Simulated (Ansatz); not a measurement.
What a change of settings does: P (diamond type)

First run: DFT, PBE, PAW with Ansatz's default frozen-core files, scalar-relativistic (Ansatz 0.2.0).

Command: `ansatz run input.yaml --threads 1 --pin off --max-ram 2048MiB --backend cpu --events-out ev --progress --plain --runs-dir out` It took 2.6 s on 1 thread of AMD EPYC 7R13 Processor (Zen 3) (shared host), peak memory 0.4 GiB.

```yaml
crystal:
  lattice:
    - [0.0, 2.656646423, 2.656646423]
    - [2.656646423, 0.0, 2.656646423]
    - [2.656646423, 2.656646423, 0.0]
  atoms:
    - { symbol: P, position: [-0.17, -0.11, -0.11] }
    - { symbol: P, position: [0.17, 0.11, 0.11] }
kpoints:
  mp_grid: { grid: [10, 10, 10] }
scf:
  occupations: { method: fermi_dirac, width: 0.05 }
hamiltonian:
  xc: pbe
  pseudopotentials: { kind: paw }
output:
  forces: true
  stress: true
  eigenvalues: true
  efg: { contact_densities: true }
  populations: true
  write_density: true
  write_potential: true
  elf: true
  volumetric_format: npy
```

The cell is a prototype at a set volume, not relaxed; it needn't be the stable phase.

This run: one bond, the shortest of the undistorted cell, set to 2.025 Å.

It converges in 6 SCF iterations at a pressure of 7.40 GPa, largest force 1.114 eV/Å, cutoff 420 eV.

The input is then changed:

```diff
 kpoints:
-  mp_grid: { grid: [10, 10, 10] }
+  mp_grid: { grid: [3, 3, 3] }
 scf:
   populations: true
-  write_density: true
-  write_potential: true
-  elf: true
-  volumetric_format: npy
+basis:
+  ecutwfc: "550 eV"
```

**Question.** What does the second run give?

**Answer.** It converges in 7 SCF iterations at a pressure of 6.07 GPa, largest force 1.951 eV/Å, cutoff 550 eV, free energy -0.30 eV/atom against the first run's. More than one line changes, and not each need have an effect. Some of the changed settings are coarser than converged work would use. Results part of its log:
```
SCF 1 converged in 7 iterations: F = -1510.673772 eV  dr2 = 4.86e-10
  greatest PAW one-centre occupation: 0.818 electrons in one spin orbital (limit 2), on the P atom at site 1 (counted from 0), in its partial waves of l = 0
SCF converged after 7 iterations
Free energy (F): -1510.673772 eV
Harris-Foulkes:  -1510.673772 eV  (|F-HF|=3.72e-10)
Internal energy: -1510.645202 eV  (E = F + TS)
E sigma→0 (E₀):  -1510.659487 eV
Entropy (-TS):   -0.028571 eV (-14.285 meV/atom)
Fermi energy:    7.766996 eV
--- Per-component energies (eV) ---
  E_band       = 9.608015
  E_kinetic    = 141.467912
  E_local      = -128.004846  (includes V_loc(G=0)·N_el)
  E_nonlocal   = 68.021429
  E_hartree    = 32.412947
  E_xc         = -122.998778
  E_vxc        = -121.607897  (∫ρ·V_xc dr)
  E_paw        = -1138.700697  (= ΣΔE_a)
  E_vpaw       = -15.094424  (= ΣTr[D̂ρ^β])
  E_aug_tail   = 0.000001  (compensation charges beyond the density's cutoff)
  E_ewald      = -362.843171
  E_smearing   = -0.028571  (= −TS)
  E_closure    = -0.000000  (closes the sum)
  Σ components = -1510.673772   (vs F -1510.673772, Δ=0.00e0)
--- Forces (eV/Å), atoms counted from 1 ---
  atom   1  P     -1.12667443     1.12667443     1.12667443
  atom   2  P      1.12667443    -1.12667443    -1.12667443
  max |Σ_I F_I| component: 2.22e-16 eV/Å
--- Stress (GPa, compression-positive) ---
        6.066768      -5.056537      -5.056537
       -5.056537       6.066768       5.056537
       -5.056537       5.056537       6.066768
  P = ⅓ Tr σ = 6.0668 GPa (60.668 kbar)
--- PAW observables at the nuclei: V_zz in 10²¹ V/m², potentials from the cell's mean, atoms counted from 1 ---
  atom   1  P  V_zz =    +1.347020   η = 0.0000   by run symmetry: allowed
            electrostatic potential = -1493.132265 V   contact ρ = 16029.095949 e/Å³
  atom   2  P  V_zz =    +1.347020   η = 0.0000   by run symmetry: allowed
            electrostatic potential = -1493.132265 V   contact ρ = 16029.095949 e/Å³
--- Band table (eV; the first three rows and the last of 6) ---
  k-point 0: bands = ["-7.8454", "3.1032", "5.4082", "5.7834", "5.7834", "7.2082", "7.2082", "9.4020", "14.0997"]
  k-point 1: bands = ["-6.7056", "-0.5037", "2.8939", "4.7978", "5.6769", "7.8165", "10.4526", "12.4074", "14.6416"]
  k-point 2: bands = ["-6.1382", "-1.2234", "2.5316", "2.9979", "6.1205", "8.0296", "12.1109", "12.4681", "14.2149"]
  k-point 5: bands = ["-4.8306", "-3.1522", "1.0321", "3.2977", "7.7892", "10.2761", "11.1708", "12.3753", "13.2242"]
--- Löwdin populations: 2 sites ---
  site symbol       q [e]
     0      P      4.8976
     1      P      4.8976
  spilling = 0.020475 (of n_electrons = 10.000000)
```
